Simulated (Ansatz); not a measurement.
# Si2W (I4/mmm) in Ansatz: further runs, part 2 of 2

Ansatz 0.2.0. Earlier steps stand in the parts before.

### Step 4. Relaxation of cell and atoms, PBEsol+U

Contents of input.yaml:

```yaml
crystal:
  lattice:
    - [-1.6069, 1.6069, 3.91495]
    - [1.6069, -1.6069, 3.91495]
    - [1.6069, 1.6069, -3.91495]
  atoms:
    - { symbol: W, position: [0.0, 0.0, 0.0] }
    - { symbol: Si, position: [0.6653, 0.6653, 0.0] }
    - { symbol: Si, position: [0.3347, 0.3347, 0.0] }
hamiltonian:
  xc: pbesol
  pseudopotentials: { kind: paw }
  hubbard: { sites: [{ species: W, l: d, u_eff: 2.0 }] }
kpoints:
  mp_grid: { grid: [12, 12, 12] }
scf:
  occupations: { method: fermi_dirac, width: 0.05 }
output:
  forces: true
  stress: true
  eigenvalues: true
relax:
  f_tol: 0.01
  max_steps: 40
  cell: { stress_tol: 0.05 }
```

Potentials or basis: Ansatz PAW.

Run with:

```bash
$ ansatz run input.yaml --threads 2 --pin off --max-ram 5632MiB --backend cpu --events-out ev --progress --plain --runs-dir out
```

Log:

```text
Warning: RAYON_NUM_THREADS=2 ignored (pool sized by the plan → 2); use --threads N
W: projections on atomic orbitals take those of the free atom [Kr 4d10 4f14] 5s2 5p6 5d4 6s2, of charge +0.00 (hamiltonian.pseudopotentials.projection_atoms); the dataset's partial waves leave at most 6.5e-5 of an orbital's norm unspanned inside its sphere
Si: projections on atomic orbitals take those of the free atom [Ne] 3s2 3p2, of charge +0.00 (hamiltonian.pseudopotentials.projection_atoms); the dataset's partial waves leave at most 6.1e-8 of an orbital's norm unspanned inside its sphere
Engine: ansatz 0.2.0, aarch64-unknown-linux-gnu
Pseudopotentials: kind: paw
Pseudopotential: W, paw, valence charge 14, recommended cutoff 420 eV (normal), W.paw.azcp
Pseudopotential: Si, paw, valence charge 4, recommended cutoff 420 eV (normal), Si.paw.azcp
Functional definition: PBEsol
  exchange = pbesol_x
  correlation = pbesol_c
Crystal: 3 atoms, lattice volume = 40.436 Å³
Basis set: ecut = 420 eV, 793 PW (Γ), exchange–correlation on 64×64×64 points (8 copies of the dense FFT grid, shifted against one another)
Bands: 15, of which v1, the nominal top of the filled ones, is band 11 counted from 1 (10 counted from 0)
Symmetry: 16 space group operations
Space group: I4/mmm (ITA 139), of the structure as read, at distance tolerance 3.4e-5 Å
k-points: 163 of 1728
Non-local potential: W, projectors of the file, l = 0: 3, l = 1: 2, l = 2: 2, l = 3: 1
Non-local potential: Si, projectors of the file, l = 0: 2, l = 1: 2, l = 2: 2
PAW form: soft (Blöchl's): semilocal exchange-correlation on the pseudo side does not see the compensation charge
PAW frozen core: W, regenerated for the run's functional, and the local potential with it (the file was generated under x = pbe(κ = 0.804, μ = 0.2195149727645171), c = pbe(β = 0.06672455060314922))
PAW frozen core: Si, regenerated for the run's functional, and the local potential with it (the file was generated under x = pbe(κ = 0.804, μ = 0.2195149727645171), c = pbe(β = 0.06672455060314922))
PAW one-centre angular grid: W, 590 points (default); XC on 64 Gauss nodes
PAW one-centre angular grid: Si, 110 points (default); XC on 64 Gauss nodes
Initial density: superposition of atomic densities (chi_scale 0.1, normalization cell, long waves kept (reshape's long-wave potential 0.00 eV rms))
Initial wavefunctions: pseudopotential atomic-orbital guess
Functional: x = pbesol(κ = 0.804, μ = 0.12345679012345678), c = pbesol(β = 0.046)
SCF iter   1: F=—  HF=-11498.556946 eV  |F-HF|=—  |Δ(HF+E_count)|=         —  Δρ=5.19e-2  dr2=1.17e0  ethr=3.10e-3  ⟨swp⟩=5.4  Hψ=14196  notcnv=0
preconditioner: auto → Kerker (q_TF=auto, 2.465 Å⁻¹)  [metal: Δε(μ)=0.035 eV  Ē_g=8.287 eV  σ=0.050 eV  W_gap=0.17  n_scr=10 (ndim 8)  ℏωp=21.8 eV  f_vac=0.000  D(μ)=0.21/eV (n_scr^D=0)]
SCF iter   2: F=—  HF=-11498.415106 eV  |F-HF|=—  |Δ(HF+E_count)|=   1.42e-1  Δρ=2.56e-2  dr2=1.85e-1  ethr=3.10e-3  ⟨swp⟩=2.7  Hψ=5568  notcnv=0
[... 39 lines left out ...]
SCF converged after 4 iterations
Free energy (F): -11498.460785 eV
Harris-Foulkes:  -11498.460785 eV  (|F-HF|=1.46e-11)
Internal energy: -11498.458354 eV  (E = F + TS)
E sigma→0 (E₀):  -11498.459569 eV
Entropy (-TS):   -0.002431 eV (-0.810 meV/atom)
Fermi energy:    16.780707 eV
--- Per-component energies (eV) ---
  E_band       = -78.289739
  E_kinetic    = 542.861429
  E_local      = -944.770032  (includes V_loc(G=0)·N_el)
  E_nonlocal   = 53.636168
  E_hartree    = 371.490274
  E_xc         = -379.954745
  E_vxc        = -339.395461  (∫ρ·V_xc dr)
  E_hubbard    = 2.428914  (on-site DFT+U / exact-exchange correction)
  E_vhub       = -0.644068  (the Hubbard potential's part of the band-sum identity)
  E_paw        = -9434.419943  (= ΣΔE_a)
  E_vpaw       = -132.958297  (= ΣTr[D̂ρ^β])
  E_aug_tail   = -0.000064  (compensation charges beyond the density's cutoff)
  E_ewald      = -1710.015269
  E_core_change = 0.284913  (= ΣΔE_core)
  E_smearing   = -0.002431  (= −TS)
  E_closure    = 0.000000  (closes the sum)
  Σ components = -11498.460785   (vs F -11498.460785, Δ=0.00e0)
--- Forces (eV/Å), atoms counted from 1 ---
  atom   1  W     -0.00000000     0.00000000     0.00000000
  atom   2  Si     0.00000000    -0.00000000    -0.00139392
  atom   3  Si     0.00000000    -0.00000000     0.00139392
  max |Σ_I F_I| component: 5.55e-17 eV/Å
--- Stress (GPa, compression-positive) ---
       -0.037667       0.000000      -0.000000
        0.000000      -0.037667      -0.000000
        0.000000       0.000000       0.031577
  P = ⅓ Tr σ = -0.0146 GPa (-0.146 kbar)
--- Band table (eV; the first three rows and the last of 163) ---
  k-point 0: bands = ["-56.8017", "-21.1122", "-21.0927", "-21.0927", "2.6730", "9.9069", "13.1150", "13.5593", "13.8640", "13.8640", "17.3202", "19.6580", "19.7025", "19.9271", "19.9271"]
  k-point 1: bands = ["-56.8007", "-21.1092", "-21.1079", "-21.1059", "2.9003", "10.1123", "12.4118", "13.3146", "13.6082", "14.6040", "16.2952", "19.3399", "20.1004", "20.1156", "20.3236"]
  k-point 2: bands = ["-56.7977", "-21.1478", "-21.1419", "-21.1013", "3.5577", "10.6263", "11.6816", "12.2247", "13.7722", "14.5435", "15.1376", "19.2922", "20.4811", "20.5148", "21.0220"]
  k-point 162: bands = ["-56.8016", "-21.1307", "-21.0941", "-21.0941", "4.9792", "5.7254", "13.0250", "14.2609", "16.0025", "16.0025", "16.1641", "16.1641", "17.5002", "21.3836", "21.8101"]
Occupation matrices written to <dir>
--- Relaxed structure (3 steps of the walk, 3 accepted, 1 SCFs on fresh bases) ---
  F+E_penalty+E_count = -11498.46078457 eV   max|allowed force component| = 1.394e-3 eV/Å   (the final SCF, on the basis selected at the relaxed cell)
  cell:  # Å, volume = 40.0297 Å³
    - [-1.601385684989694, 1.601385684989694, 3.9023843374235088]
    - [1.601385684989694, -1.601385684989694, 3.9023843374235088]
    - [1.601385684989694, 1.601385684989694, -3.9023843374235088]
  atoms:
    - { symbol: W, position: [-3.461736971370976e-20, -3.46173697137096e-20, 1.614826433689198e-34] }
    - { symbol: Si, position: [0.6649806162986702, 0.6649806162986702, -7.746544260841625e-35] }
    - { symbol: Si, position: [0.3350193837013296, 0.3350193837013296, -7.812285629477847e-35] }
```

It took 17 s on 2 threads of Arm Neoverse V2, shared host; peak memory 0.47 GiB.

Results:

```
Free energy                            : -11498.4608 eV
Relaxed volume                         : 13.34 Å³/atom
Relaxed cell                           : a = 4.512 Å, b = 4.512 Å, c = 4.512 Å, α = 138.42°, β = 138.42°, γ = 60.26°
Space group after relaxing (to 0.05 Å) : I4/mmm (No. 139)
Energy gained by relaxing              : 1.1 meV/atom
Ionic steps                            : 4
Pressure after relaxing                : 0.0 GPa
Band gap on the k mesh                 : none (metal or under the smearing width)
```

The path:
```
step  energy change (eV)  largest force (eV/Å)  volume (Å³)
   1              0.0000                0.0796        40.44
   2             -0.0029                0.0197        39.86
   3             -0.0034                0.0014        40.03
   4             -0.0033                0.0014        40.03
```

Final structure:
```
W Si
1.0
    -1.60139    1.60139    3.90238
     1.60139   -1.60139    3.90238
     1.60139    1.60139   -3.90238
W Si
1 2
Direct
  0.00000 0.00000 0.00000
  0.66498 0.66498 0.00000
  0.33502 0.33502 0.00000
```

Eigenvalues of the final occupation matrices:
| site | spin | trace | eigenvalues |
| --- | --- | --- | --- |
| site 1 | 1 | 2.75 | 0.44 0.50 0.59 0.61 0.61 |

Caveat: the plane-wave basis is chosen anew once the cell has moved, so the energies of steps on either side of that aren't comparable; U without spin polarisation on a metal has little footing; the PAW data sets come from PBE, with cores solved anew for the run's functional, which leaves a small shift of forces and pressure; the U is typed as a test and isn't derived for this compound. The run has no spin-orbit coupling, so splittings on W are missing.

### Step 5. Relaxation of cell and atoms, PBEsol+U

Changes to input.yaml since step 4:

```diff
@@ -12,3 +12,3 @@
   pseudopotentials: { kind: paw }
-  hubbard: { sites: [{ species: W, l: d, u_eff: 2.0 }] }
+  hubbard: { sites: [{ species: W, l: d, u_eff: 3.0 }] }
 kpoints:
```

Potentials or basis: Ansatz PAW.

Run with:

```bash
$ ansatz run input.yaml --threads 2 --pin off --max-ram 5632MiB --backend cpu --events-out ev --progress --plain --runs-dir out
```

Log:

```text
Warning: RAYON_NUM_THREADS=2 ignored (pool sized by the plan → 2); use --threads N
W: projections on atomic orbitals take those of the free atom [Kr 4d10 4f14] 5s2 5p6 5d4 6s2, of charge +0.00 (hamiltonian.pseudopotentials.projection_atoms); the dataset's partial waves leave at most 6.5e-5 of an orbital's norm unspanned inside its sphere
Si: projections on atomic orbitals take those of the free atom [Ne] 3s2 3p2, of charge +0.00 (hamiltonian.pseudopotentials.projection_atoms); the dataset's partial waves leave at most 6.1e-8 of an orbital's norm unspanned inside its sphere
[... 7 set-up lines as earlier in the session ...]
Crystal: 3 atoms, lattice volume = 40.436 Å³
Basis set: ecut = 420 eV, 793 PW (Γ), exchange–correlation on 64×64×64 points (8 copies of the dense FFT grid, shifted against one another)
Bands: 15, of which v1, the nominal top of the filled ones, is band 11 counted from 1 (10 counted from 0)
[... 2 set-up lines as earlier in the session ...]
k-points: 163 of 1728
[... 10 set-up lines as earlier in the session ...]
SCF iter   1: F=—  HF=-11497.246308 eV  |F-HF|=—  |Δ(HF+E_count)|=         —  Δρ=5.35e-2  dr2=1.30e0  ethr=3.10e-3  ⟨swp⟩=5.4  Hψ=14199  notcnv=0
preconditioner: auto → Kerker (q_TF=auto, 2.465 Å⁻¹)  [metal: Δε(μ)=0.044 eV  Ē_g=8.290 eV  σ=0.050 eV  W_gap=0.22  n_scr=10 (ndim 8)  ℏωp=21.8 eV  f_vac=0.000  D(μ)=0.26/eV (n_scr^D=0)]
SCF iter   2: F=—  HF=-11497.141650 eV  |F-HF|=—  |Δ(HF+E_count)|=   1.05e-1  Δρ=2.57e-2  dr2=1.84e-1  ethr=3.10e-3  ⟨swp⟩=2.7  Hψ=5650  notcnv=0
SCF iter   3: F=—  HF=-11497.253757 eV  |F-HF|=—  |Δ(HF+E_count)|=   1.12e-1  Δρ=1.11e-2  dr2=6.48e-2  ethr=8.35e-4  ⟨swp⟩=2.2  Hψ=3852  notcnv=0
SCF iter   4: F=—  HF=-11497.245145 eV  |F-HF|=—  |Δ(HF+E_count)|=   8.61e-3  Δρ=2.67e-3  dr2=2.16e-3  ethr=2.94e-4  ⟨swp⟩=2.1  Hψ=4147  notcnv=0
SCF iter   5: F=—  HF=-11497.244471 eV  |F-HF|=—  |Δ(HF+E_count)|=   6.74e-4  Δρ=4.65e-4  dr2=6.48e-5  ethr=9.81e-6  ⟨swp⟩=2.5  Hψ=3781  notcnv=0
SCF iter   6: F=—  HF=-11497.244451 eV  |F-HF|=—  |Δ(HF+E_count)|=   2.01e-5  Δρ=3.92e-5  dr2=5.63e-7  ethr=2.94e-7  ⟨swp⟩=2.6  Hψ=3707  notcnv=0
SCF iter   7: F=-11497.244451 eV  HF=-11497.244451 eV  |F-HF|=3.95e-9  |Δ(HF+E_count)|=   8.26e-8  Δρ=4.61e-6  dr2=9.83e-9  ethr=4.55e-10  ⟨swp⟩=6.1  Hψ=11520  notcnv=0
SCF 1 converged in 7 iterations: F = -11497.244451 eV  dr2 = 9.83e-9
relax step   1: F+E_penalty+E_count = -11497.24445063 eV  Δ(F+E_penalty+E_count) = +0.000e0 eV  max|allowed force component| = 1.472e-1 eV/Å  Δτ_max = 0.0000 Å  P = -2.562 GPa  Ω = 40.436 Å³  (7 SCF iters, dr2 threshold 1.00e-7 eV, accepted)
Crystal: 3 atoms, lattice volume = 39.833 Å³
Basis set: ecut = 420 eV, 769 PW (Γ), exchange–correlation on 64×64×64 points (8 copies of the dense FFT grid, shifted against one another)
[... 2 set-up lines as earlier in the session ...]
iter 1 solved again at ethr=2.92e-6 eV; its pass at ethr=3.10e-3 eV (dr2=6.42e-4 eV) is discarded
SCF iter   1: F=—  HF=-11497.248478 eV  |F-HF|=—  |Δ(HF+E_count)|=         —  Δρ=9.38e-4  dr2=6.68e-4  ethr=2.92e-6  ⟨swp⟩=2.0  Hψ=15003  notcnv=0
preconditioner: auto → Kerker (q_TF=auto, 2.471 Å⁻¹)  [metal: Δε(μ)=0.013 eV  Ē_g=8.276 eV  σ=0.050 eV  W_gap=0.07  n_scr=10 (ndim 8)  ℏωp=22.0 eV  f_vac=0.000  D(μ)=0.38/eV (n_scr^D=0)]
[... 24 lines left out ...]
SCF iter   1: F=—  HF=-11497.248788 eV  |F-HF|=—  |Δ(HF+E_count)|=         —  Δρ=1.74e-5  dr2=2.77e-8  ethr=1.36e-8  ⟨swp⟩=3.2  Hψ=21409  notcnv=0
SCF iter   2: F=—  HF=-11497.248789 eV  |F-HF|=—  |Δ(HF+E_count)|=   1.11e-6  Δρ=9.17e-6  dr2=8.58e-9  ethr=1.26e-10  ⟨swp⟩=2.0  Hψ=3290  notcnv=0
SCF iter   3: F=—  HF=-11497.248789 eV  |F-HF|=—  |Δ(HF+E_count)|=  1.73e-10  Δρ=5.45e-7  dr2=1.42e-10  ethr=3.90e-11  ⟨swp⟩=2.5  Hψ=4310  notcnv=0
SCF iter   4: F=-11497.248789 eV  HF=-11497.248789 eV  |F-HF|=1.82e-12  |Δ(HF+E_count)|=  2.00e-11  Δρ=1.76e-7  dr2=7.63e-12  ethr=1.00e-12  ⟨swp⟩=6.5  Hψ=11481  notcnv=0
SCF 5 converged in 4 iterations: F = -11497.248789 eV  dr2 = 7.63e-12
relax step   5: F+E_penalty+E_count = -11497.24878884 eV  Δ(F+E_penalty+E_count) = +1.184e-4 eV  max|allowed force component| = 2.572e-3 eV/Å  Δτ_max = 0.0000 Å  P = -0.004 GPa  Ω = 40.013 Å³  stress off target by 1.04e-2 GPa  SCF on the basis re-selected at this cell (its energy is not comparable with the rows above)  (4 SCF iters)
basis re-selected at this cell: Δ(F+E_penalty+E_count) = +1.184e-4 eV, ΔP = -0.003 GPa vs the last step (what re-selecting the basis moved, of the pressure what is left beyond the Pulay correction that the steps carried, after the strain that the cell walked since its last selection, with what the two solves' SCF thresholds leave and, on support functions, any second-order correction that the steps lacked; it is no measure of the basis error at this ecutwfc). This SCF's stress stands 1.04e-2 GPa from its target on what of the cell is left free (relax.cell.stress_tol is 5.00e-2 GPa) and its largest allowed force component is 2.57e-3 eV/Å (relax.f_tol is 1.00e-2 eV/Å): within both
SCF converged after 4 iterations
Free energy (F): -11497.248789 eV
Harris-Foulkes:  -11497.248789 eV  (|F-HF|=1.82e-12)
Internal energy: -11497.246023 eV  (E = F + TS)
E sigma→0 (E₀):  -11497.247406 eV
Entropy (-TS):   -0.002766 eV (-0.922 meV/atom)
Fermi energy:    16.755060 eV
--- Per-component energies (eV) ---
  E_band       = -78.016775
  E_kinetic    = 543.100686
  E_local      = -945.492539  (includes V_loc(G=0)·N_el)
  E_nonlocal   = 53.663851
  E_hartree    = 372.098362
  E_xc         = -379.992205
  E_vxc        = -339.447465  (∫ρ·V_xc dr)
  E_hubbard    = 3.627871  (on-site DFT+U / exact-exchange correction)
  E_vhub       = -1.016128  (the Hubbard potential's part of the band-sum identity)
  E_paw        = -9434.469506  (= ΣΔE_a)
  E_vpaw       = -133.021912  (= ΣTr[D̂ρ^β])
  E_aug_tail   = -0.000064  (compensation charges beyond the density's cutoff)
  E_ewald      = -1710.067392
  E_core_change = 0.284913  (= ΣΔE_core)
  E_smearing   = -0.002766  (= −TS)
  E_closure    = 0.000000  (closes the sum)
  Σ components = -11497.248789   (vs F -11497.248789, Δ=0.00e0)
--- Forces (eV/Å), atoms counted from 1 ---
  atom   1  W     -0.00000000     0.00000000     0.00000000
  atom   2  Si    -0.00000000     0.00000000    -0.00257179
  atom   3  Si    -0.00000000     0.00000000     0.00257179
  max |Σ_I F_I| component: 4.16e-17 eV/Å
--- Stress (GPa, compression-positive) ---
       -0.000916       0.000000       0.000000
        0.000000      -0.000916      -0.000000
       -0.000000      -0.000000      -0.010351
  P = ⅓ Tr σ = -0.0041 GPa (-0.041 kbar)
--- Band table (eV; the first three rows and the last of 163) ---
  k-point 0: bands = ["-56.7363", "-21.0483", "-21.0357", "-21.0357", "2.6744", "9.9140", "13.1321", "13.6577", "13.8121", "13.8121", "17.2409", "19.6676", "19.7122", "19.9043", "19.9043"]
  k-point 1: bands = ["-56.7352", "-21.0509", "-21.0489", "-21.0454", "2.9017", "10.1187", "12.3892", "13.2675", "13.7013", "14.6002", "16.2253", "19.3265", "20.0852", "20.0893", "20.3228"]
  k-point 2: bands = ["-56.7323", "-21.0909", "-21.0848", "-21.0375", "3.5585", "10.6280", "11.6442", "12.1835", "13.8509", "14.4844", "15.1611", "19.2506", "20.4877", "20.4897", "21.0035"]
  k-point 162: bands = ["-56.7361", "-21.0672", "-21.0371", "-21.0371", "4.9950", "5.7122", "13.1164", "14.3091", "16.0035", "16.0035", "16.0828", "16.0828", "17.4213", "21.4145", "21.8139"]
Occupation matrices written to <dir>
--- Relaxed structure (4 steps of the walk, 4 accepted, 1 SCFs on fresh bases) ---
  F+E_penalty+E_count = -11497.24878884 eV   max|allowed force component| = 2.572e-3 eV/Å   (the final SCF, on the basis selected at the relaxed cell)
  cell:  # Å, volume = 40.0135 Å³
    - [-1.6017183199513976, 1.6017183199513976, 3.8991853133441223]
    - [1.6017183199513976, -1.6017183199513976, 3.8991853133441223]
    - [1.6017183199513976, 1.6017183199513976, -3.8991853133441223]
  atoms:
    - { symbol: W, position: [1.1539123237903272e-21, 1.1539123237905604e-21, 2.3627419382512163e-34] }
    - { symbol: Si, position: [0.6645597342287921, 0.6645597342287921, -1.1684470942760136e-34] }
    - { symbol: Si, position: [0.3354402657712079, 0.3354402657712079, -1.18893746182548e-34] }
```

Run time: 20 s. Hardware: 2 threads of Arm Neoverse V2, shared host; peak memory 0.46 GiB.

What came out:

- Free energy: -11497.2488 eV
- Relaxed volume: 13.34 Å³/atom
- Relaxed cell: a = 4.509 Å, b = 4.509 Å, c = 4.509 Å, α = 138.39°, β = 138.39°, γ = 60.31°
- Space group after relaxing (to 0.05 Å): I4/mmm (No. 139)
- Energy gained by relaxing: 1.4 meV/atom
- Ionic steps: 5
- Pressure after relaxing: 0.0 GPa
- Band gap on the k mesh: none (metal or under the smearing width)

Forces in eV/Å, atoms in the order of the input:
```
W    0.000  0.000  0.000
Si   0.000  0.000 -0.003
Si   0.000  0.000  0.003
```

Step by step:
| step | energy change (eV) | largest force (eV/Å) | volume (Å³) |
| --- | --- | --- | --- |
| 1 | 0.0000 | 0.1472 | 40.44 |
| 2 | -0.0039 | 0.0098 | 39.83 |
| 3 | -0.0045 | 0.0053 | 40.02 |
| 4 | -0.0045 | 0.0027 | 40.01 |
| 5 | -0.0043 | 0.0026 | 40.01 |

Final structure:
```
W Si
1.0
    -1.60172    1.60172    3.89919
     1.60172   -1.60172    3.89919
     1.60172    1.60172   -3.89919
W Si
1 2
Direct
  0.00000 0.00000 0.00000
  0.66456 0.66456 0.00000
  0.33544 0.33544 0.00000
```

Eigenvalues of the final occupation matrices:
```
  site  spin  trace               eigenvalues
site 1     1   2.76  0.44 0.49 0.59 0.62 0.62
```

Caveat: the plane-wave basis is chosen anew once the cell has moved, so the energies of steps on either side of that aren't comparable; U without spin polarisation on a metal has little footing; the PAW data sets come from PBE, with cores solved anew for the run's functional, which leaves a small shift of forces and pressure; the U is typed as a test and isn't derived for this compound. Spin-orbit coupling is left out, which matters for the levels of W.

### Step 6. Overview

| level | U | hubbard projectors | double counting | gap on the mesh (eV) | pressure (GPa) | relaxed volume (Å³/atom) |
| --- | --- | --- | --- | --- | --- | --- |
| PBEsol | - | - | - | none | 0.0 | 13.36 |
| PBEsol+U | W d U = 1 eV | ortho-atomic (the default) | fll (the default) | none | 0.0 | 13.35 |
| PBEsol+U | W d U = 2 eV | ortho-atomic (the default) | fll (the default) | none | 0.0 | 13.34 |
| PBEsol+U | W d U = 3 eV | ortho-atomic (the default) | fll (the default) | none | 0.0 | 13.34 |

Alike in all rows: task relaxation of cell and atoms; potentials or basis Ansatz PAW; no spin polarisation; cell relaxed; k mesh 12 × 12 × 12; cutoff (eV) 420; smearing fermi-dirac 0.05 eV.

Caveats: the plane-wave basis is chosen anew once the cell has moved, so the energies of steps on either side of that aren't comparable; the PAW data sets come from PBE, with cores solved anew for the run's functional, which leaves a small shift of forces and pressure; U without spin polarisation on a metal has little footing (some runs); the U is typed as a test and isn't derived for this compound (some runs).

Absolute energies hang on the potentials; compare differences alone.
